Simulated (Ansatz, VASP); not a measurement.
## SbSe2: VASP beside Ansatz

```
Sb Se
1.0
     3.80313    0.00000    0.00000
     0.00000    3.80313    0.00000
     0.00000    0.00000    5.67004
Sb Se
1 2
Direct
  0.00000 0.00000 0.00000
  0.50000 0.50000 0.25696
  0.50000 0.50000 0.74304
```

Alike in both runs: functional PBE; k mesh 12 × 12 × 8; occupations gaussian, width 0.1 eV; no spin polarisation.

Ansatz relaxed the structure, and its values are those at the end. VASP's run is a single point on that final structure, the one shown.

```csv
,VASP,Ansatz
version,VASP 6.6.1,Ansatz 0.2.0
potentials or method,"VASP PAW PBE potentials, release 64 (Sb, Se)","scalar-relativistic, plane waves, PAW"
plane-wave cutoff (eV),520,420
valence electrons in the cell,17,47
```

```tsv
	VASP	Ansatz	Ansatz less VASP
gap on the k mesh at the Fermi level (eV)	none	none	-
pressure (GPa)	-0.1	0.0	+0.10
rms of the force components (eV/Å)	0.006	0.002	-0.0039
```

A gap of «none» marks a metal or a gap that the smearing closes. The two sets of potentials don't hold the same shells in valence.

Spin-orbit coupling is left out, which matters for the levels of Sb.
